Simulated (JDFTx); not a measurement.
NaCl under changes of volume

One of the cells (21.478 Å³/atom); the others are scaled copies at fixed shape and fractional positions:

```xyz
2
Lattice="3.5022 0.0000 0.0000 0.0000 3.5022 0.0000 0.0000 0.0000 3.5022" Properties=species:S:1:pos:R:3 pbc="T T T"
Cl    1.7511    1.7511    1.7511
Na    0.0000    0.0000    0.0000
```

Measurements of this composition are mostly on another form, of space group No. 225.

* Program: JDFTx 1.7.0 (patched build)
* Functional: PBE
* Potentials or basis: PseudoDojo-SR-PBE-0.5-standard
* Cutoff: 1197 eV
* Density cutoff: 9578 eV
* k mesh: 8 × 8 × 8
* Occupations: fermi-dirac, width 0.05 eV
* Spin: no spin polarisation

| volume (Å³/atom) | energy over the lowest point (meV/atom) | pressure (GPa) | gap on the mesh (eV) |
| --- | --- | --- | --- |
| 20.189 | 8.15 | 2.0 | 4.20 |
| 20.619 | 3.73 | 1.3 | 4.12 |
| 21.048 | 1.08 | 0.7 | 4.05 |
| 21.478 | 0.00 | 0.1 | 3.98 |
| 21.907 | 0.35 | -0.4 | 3.92 |
| 22.337 | 1.94 | -0.8 | 3.85 |
| 22.766 | ? | ? | ? |

Q: What does the run at 22.766 Å³/atom give?

A: Energy over the lowest point 4.66 meV/atom; pressure -1.2 GPa; gap on the mesh 3.80 eV.

Worked out: A Birch-Murnaghan fit of order 3 (a polynomial in V^(-2/3)) to the other rows has its minimum at 21.58 Å³/atom with B0 = V·E''(V) = 26 GPa and B' = 4.7. It gives 4.66 meV/atom at 22.766 Å³/atom, against the run's 4.66, and -dE/dV = -1.2 GPa, against -1.2. A straight line through the other rows of the gap, of slope -3.42 eV per unit of ln V, extrapolates to 3.78 eV, against the run's 3.80.

Energies are extrapolated to zero smearing.

A mesh can miss the band edges.
